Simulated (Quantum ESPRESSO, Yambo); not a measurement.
# CdTe (F-43m): G0W0 with Yambo, start to end, part 2 of 3

How does a plane-wave GW calculation on CdTe (F-43m) run from the first input to the gap?

Quantum ESPRESSO 7.5 and Yambo 5.3.0; PBE and many-body steps on it, plane waves. Known limits of the many-body steps: not at the basis limit; no spin-orbit coupling; coarse k mesh.

So far. Step 2 (Ground state): The gap is direct, at Γ. Step 3 (Bands along the symmetry lines): The gap is 0.870 eV, as in the run before at this level.

The database entry behind the starting cell differs from later determinations by our own check (an axis about 1.1 % short against later determinations), so it need not match the best structure at ambient conditions.

### Step 4. Empty states on the mesh, 4×4×4 mesh, 119 bands

Level of this step: DFT, PBE, plane waves, norm-conserving pseudopotentials (Quantum ESPRESSO).

The sums over transitions need many empty states on a uniform mesh; this step solves for them.

Input file pw.in:

```
&control
  calculation = 'nscf'
  prefix = 'x'
  outdir = 'o'
  pseudo_dir = 'pseudo'
/
&system
  ibrav = 0
  nat = 2
  ntyp = 2
  ecutwfc = 94.0
  nbnd = 119
  force_symmorphic = .true.
/
&electrons
  conv_thr = 1e-9
  electron_maxstep = 80
  diago_full_acc = .true.
  diago_thr_init = 5e-6
/
ATOMIC_SPECIES
  Cd 112.41 Cd.upf
  Te 127.6 Te.upf
CELL_PARAMETERS angstrom
  -0.0000000000 3.2050000000 3.2050000000
  3.2050000000 -0.0000000000 3.2050000000
  3.2050000000 3.2050000000 -0.0000000000
ATOMIC_POSITIONS crystal
  Cd 0.0000000000 0.0000000000 0.0000000000
  Te 0.2500000000 0.2500000000 0.2500000000
K_POINTS automatic
  4 4 4 0 0 0
```

Command:

```sh
$ OMP_NUM_THREADS=1 mpirun -n 4 pw.x -nk 4 -in pw.in > pw.out
```

The program printed:

```text
[banner, memory and clock lines left out]
Program PWSCF v.7.5 starts

     Atomic positions and unit cell read from directory:
     o/x.save/

     Message from routine setup:
     using ibrav=0 with symmetry is DISCOURAGED, use correct ibrav instead

     G-vector sticks info

     bravais-lattice index     =            0
     lattice parameter (alat)  =       8.5653  a.u.
     unit-cell volume          =     444.3352 (a.u.)^3
     number of atoms/cell      =            2
     number of atomic types    =            2
     number of electrons       =        44.00
     number of Kohn-Sham states=          119
     kinetic-energy cutoff     =      94.0000  Ry
     charge density cutoff     =     376.0000  Ry
     Exchange-correlation= PBE
                           (   1   4   3   4   0   0   0)

     celldm(1)=   8.565287  celldm(2)=   0.000000  celldm(3)=   0.000000
     celldm(4)=   0.000000  celldm(5)=   0.000000  celldm(6)=   0.000000

     crystal axes: (cart. coord. in units of alat)
               a(1) = (  -0.000000   0.707107   0.707107 )
               a(2) = (   0.707107  -0.000000   0.707107 )
               a(3) = (   0.707107   0.707107  -0.000000 )

     reciprocal axes: (cart. coord. in units 2 pi/alat)
               b(1) = ( -0.707107  0.707107  0.707107 )
               b(2) = (  0.707107 -0.707107  0.707107 )
               b(3) = (  0.707107  0.707107 -0.707107 )
     Pseudo is Norm-conserving + core correction, Zval = 20.0
     Generated using ONCVPSP code by D. R. Hamann
     Using radial grid of 1368 points,  6 beta functions with:
     Pseudo is Norm-conserving + core correction, Zval = 24.0
     Generated using ONCVPSP code by D. R. Hamann
     Using radial grid of 1294 points,  8 beta functions with:
     Cd               20.00   112.41000     Cd( 1.00)
     Te               24.00   127.60000     Te( 1.00)

     24 Sym. Ops. (no inversion) found

   Cartesian axes

     site n.     atom                  positions (alat units)
         1        Cd     tau(   1) = (   0.0000000   0.0000000   0.0000000  )
         2        Te     tau(   2) = (   0.3535534   0.3535534   0.3535534  )

     number of k points=     8
                       cart. coord. in units 2pi/alat
        k(    1) = (   0.0000000   0.0000000   0.0000000), wk =   0.0312500
        k(    2) = (   0.1767767   0.1767767  -0.1767767), wk =   0.2500000
        k(    3) = (  -0.3535534  -0.3535534   0.3535534), wk =   0.1250000
[...]
k(    7) = (  -0.7071068   0.0000000   0.0000000), wk =   0.0937500
        k(    8) = (  -0.7071068   0.3535534   0.0000000), wk =   0.1875000

     Dense  grid:    54769 G-vectors     FFT dimensions: (  54,  54,  54)

     The potential is recalculated from file :
     o/x.save/charge-density

     Starting wfcs are   23 randomized atomic wfcs +   96 random wfcs

     Band Structure Calculation

     End of band structure calculation

          k = 0.0000 0.0000 0.0000 (  6855 PWs)   bands (ev):

  -150.0291-100.0567-100.0567-100.0567 -93.4913 -54.5465 -54.5465 -54.5465
   -27.3358 -27.3358 -27.3358 -27.3268 -27.3268  -2.6007   0.3688   0.3688
     0.3688   0.6540   0.6540   8.7674   8.7674   8.7674   9.6374  13.3640
    13.3640  13.3640  16.2716  18.3045  18.3045  18.8519  18.8519  18.8519
[...]
[... 3 further rows ...]
[...]
74.1597  75.0788  75.0788  75.0788  76.2882  76.6485  76.6494

          k = 0.1768 0.1768-0.1768 (  6838 PWs)   bands (ev):

  -150.0291-100.0567-100.0567-100.0567 -93.4913 -54.5466 -54.5465 -54.5465
[...]
[... 3 further rows ...]
[...]
73.8966  73.8966  74.7778  74.7778  74.9123  74.9123  76.0543

          k =-0.3536-0.3536 0.3536 (  6850 PWs)   bands (ev):

  -150.0291-100.0567-100.0567-100.0567 -93.4913 -54.5467 -54.5465 -54.5465
[...]
51.3289  52.1754  52.1754  52.7019  54.1226  54.1226  55.0769  55.3052
     [... 3 further rows ...]
    70.3904  71.1328  71.1328  71.3405  71.3405  71.4435  72.9715  72.9715
    73.5472  73.7844  74.4724  74.4724  75.5288  76.0273  76.8356

          k = 0.3536 0.0000 0.0000 (  6843 PWs)   bands (ev):

     [... further k-points ...]

     highest occupied, lowest unoccupied level (ev):     8.7674    9.6374

     XML data file, pseudopotentials, collected wavefunctions
```

The job ended after 22 s (4 MPI ranks of Arm Neoverse V1, shared host; peak memory 0.51 GiB; 88 s of CPU time).

Numbers from this step:

```
gap                                                           : 0.8701 eV
k of the valence top                                          : 0, 0, 0
k of the conduction bottom                                    : 0, 0, 0
least direct gap                                              : 0.8701 eV
k points computed                                             : 8
lowest point of the top converged band, above the valence top : 65.7657 eV
```

On this mesh the gap is 0.870 eV.

### Step 5. Conversion and set-up

This step: Yambo 5.3.0; conversion and set-up on PBE, plane waves, norm-conserving pseudopotentials.

The states are converted to the many-body program's format and the q mesh is built.

Command:

```sh
$ (cd o/x.save; p2y > p2y.log; mv SAVE ../..); yambo > setup.log
```

The program printed:

```text
 Yambo, version 5.3.0

 [02] CORE Variables Setup
 =========================

  [02.01] Unit cells
  ==================

  Cell kind             :  FCC
  Atoms in the cell     :  Cd  Te
  number of Cd atoms    :  1
  number of Te atoms    :  1

  List of atomic masses
  Mass of Cd    :  112.4100
  Mass of Te    :  127.6000

  List of atomic coordinates    : [cc]
  Cd1       :  0.000000  0.000000  0.000000  order 1
  Te1       :  3.028286  3.028286  3.028286  order 2

  Alat factors          :  6.056572  6.056572  6.056572 [a.u.]
  Direct lattice volume :  444.3352 [a.u.]
  Direct lattice vectors:  A[ 1 ]  A[ 2 ]  A[ 3 ]
   A[ 1 ]: -0.000000  1.000000  1.000000  [iru]
  -0.000000  6.056572  6.056572  [cc]
   A[ 2 ]:  1.000000 -0.000000  1.000000  [iru]
   6.056572 -0.000000  6.056572  [cc]
   A[ 3 ]:  1.000000  1.000000 -0.000000  [iru]
   6.056572  6.056572 -0.000000  [cc]

  Recip. lattice volume :  0.558250 [a.u.]
  Recip. lattice vectors:  B[ 1 ]  B[ 2 ]  B[ 3 ]
   B[ 1 ]: -0.500000  0.500000  0.500000  [iku]
  -0.518708  0.518708  0.518708  [cc]
   B[ 2 ]:  0.500000 -0.500000  0.500000  [iku]
   0.518708 -0.518708  0.518708  [cc]
   B[ 3 ]:  0.500000  0.500000 -0.500000  [iku]
   0.518708  0.518708 -0.518708  [cc]

  [02.02] Symmetries
  ==================

  Inversion symmetry    : yes
  Spatial inversion     : no
  Inversion index       :  25
  K-space Time-reversal : yes
  Magnetic symmetries   : no
  Time-reversal derived K-space symmetries:   25   48
  Group table correct   : yes
  Symmetries units      :  [cc]

   [S  1]:   1.0000     -0.15505E-16 -0.15505E-16 -0.15505E-16   1.0000      0.15505E-16  0.15505E-16  0.15505E-16   1.0000
   [S  2]:  -1.0000      0.15505E-16 -0.15505E-16  0.15505E-16  -1.0000      0.15505E-16 -0.15505E-16 -0.15505E-16   1.0000
   [S  3]:  -1.0000     -0.15505E-16  0.15505E-16  0.15505E-16   1.0000     -0.15505E-16 -0.15505E-16  0.15505E-16  -1.0000
[...]
[S  9]: -0.15505E-16   1.0000     -0.15505E-16  0.15505E-16 -0.15505E-16   1.0000       1.0000      0.15505E-16  0.15505E-16
   [S 10]: -0.15505E-16  -1.0000      0.15505E-16  0.15505E-16  0.15505E-16  -1.0000       1.0000     -0.15505E-16 -0.15505E-16
     [... 36 further rows ...]
   [S*47]:   1.0000     -0.15505E-16  0.15505E-16 -0.15505E-16  0.15505E-16  -1.0000      0.15505E-16   1.0000     -0.15505E-16
   [S*48]:   1.0000      0.15505E-16 -0.15505E-16 -0.15505E-16 -0.15505E-16   1.0000      0.15505E-16  -1.0000      0.15505E-16

  [02.03] Reciprocal space
  ========================

  nG shells         :   469
  nG charge         :   54769
  nG WFs            :   8040
  nC WFs            :   6855
  G-vecs. in first 46 shells:  [ Number ]
     1    9   15   27   51   59   65   89  113
    137   169   181   229   259   283   307   331   339
    387   411   459   531   537   561   609   645   701
[...]
1639
  ...
[...]
K/Q-points units:
  rlu = crystal or reduced units; cc = cartesian coordinates; iku = interal k-units

  K [1]          [rlu]:  0.000000  0.000000  0.000000
         WF components:   6855
  K [2]          [rlu]: -0.91950E-18 -0.91950E-18  0.25000
         WF components:   6838
  K [3]          [rlu]:  0.18390E-17  0.18390E-17 -0.50000
         WF components:   6850
  K [4]          [rlu]:  0.93911E-17  0.25000      0.25000
         WF components:   6843
  K [5]          [rlu]:  0.27585E-17  0.25000     -0.50000
         WF components:   6840
  [... 2 further k-points ...]
  K [8]          [rlu]:  0.250000 -0.500000 -0.250000
         WF components:   6844

  [02.05] Energies & Occupations
  ==============================

  [X] === General ===
  [X] Electronic Temperature                        :  0.000000  0.000000 [eV K]
  [X] Bosonic    Temperature                        :  0.000000  0.000000 [eV K]
  [X] Finite Temperature mode                       : no
  [X] El. density                                   :  0.66825E+24 [cm-3]
  [X] Fermi Level                                   :  8.767355 [eV]

  [X] === Gaps and Widths ===
  [X] Conduction Band Min                           :  0.870059 [eV]
  [X] Valence Band Max                              :  0.000000 [eV]
  [X] Filled Bands                                  :  22
  [X] Empty Bands                                   :   23  119
  [X] Direct Gap                                    :  0.870059 [eV]
  [X] Direct Gap localized at k                     :  1
  [X] Indirect Gap                                  :  0.870059 [eV]
  [X] Indirect Gap between kpts                     :  1  1
  [X] Last valence band width                       :  2.333765 [eV]
  [X] 1st conduction band width                     :  3.502416 [eV]

  E @ K [1]:  [eV]
  -158.7964 -108.8240 -108.8240 -108.8240 -102.2587  -63.3139  -63.3139  -63.3139
  -36.10317 -36.10317 -36.10317 -36.09420 -36.09420 -11.36809  -8.39856  -8.39856
   -8.3986      -8.1134      -8.1134     -0.14543E-09 -0.93502E-10   0.0000      0.87006       4.5967
[...]
occ @ K [1]
[...]
E @ K [2]:  [eV]
[...]
occ @ K [2]
[...]
E @ K [3]:  [eV]
[...]
occ @ K [3]
[...]
E @ K [4]:  [eV]
[...]
occ @ K [4]
[...]
E @ K [5]:  [eV]
[...]
occ @ K [5]
[...]
[... 2 further k-points ...]
  E @ K [8]:  [eV]
[...]
occ @ K [8]
[...]
0.000000  0.000000  0.000000  0.000000  0.000000  0.000000  0.000000  0.000000
   0.000000  0.000000  0.000000  0.000000  0.000000  0.000000  0.000000  0.000000

 [03] Transferred momenta grid and indexing
 ==========================================

 IBZ Q-points                                      :   8
 BZ  Q-points                                      :   64

 K/Q-points units:
 rlu = crystal or reduced units; cc = cartesian coordinates; iku = interal k-units

 Q [1]          [rlu]:  0.000000  0.000000  0.000000
 Q [2]          [rlu]: -0.91950E-18 -0.91950E-18  0.25000
 Q [3]          [rlu]:  0.18390E-17  0.18390E-17 -0.50000
[...]
Q [7]          [rlu]: -0.18782E-16 -0.50000     -0.50000
 Q [8]          [rlu]:  0.250000 -0.500000 -0.250000

  [03.01] X indexes
  =================

   [03.01.01] Sigma indexes
   ========================

 [06] Game Over & Game summary
```

It took 3.5 s on 1 MPI rank; peak memory 0.26 GiB.

(Part 2 of 3 ends here.)

[Paths, hosts, dates, memory and timing lines, banners, echoed tables and standing remarks are left out of the program output.]

[Logs are printed without paths, hosts, clocks, repeated set-up lines and the standing remarks that a program may print on its own settings, such as how far it seeks lower states.]

[Runs of the session that timed out or met a known fault of the program may be left out.]

[Hosts, paths, dates, database ids (printed as entryN), source tags and the programs' standing remarks are cut or masked in the printed files.]
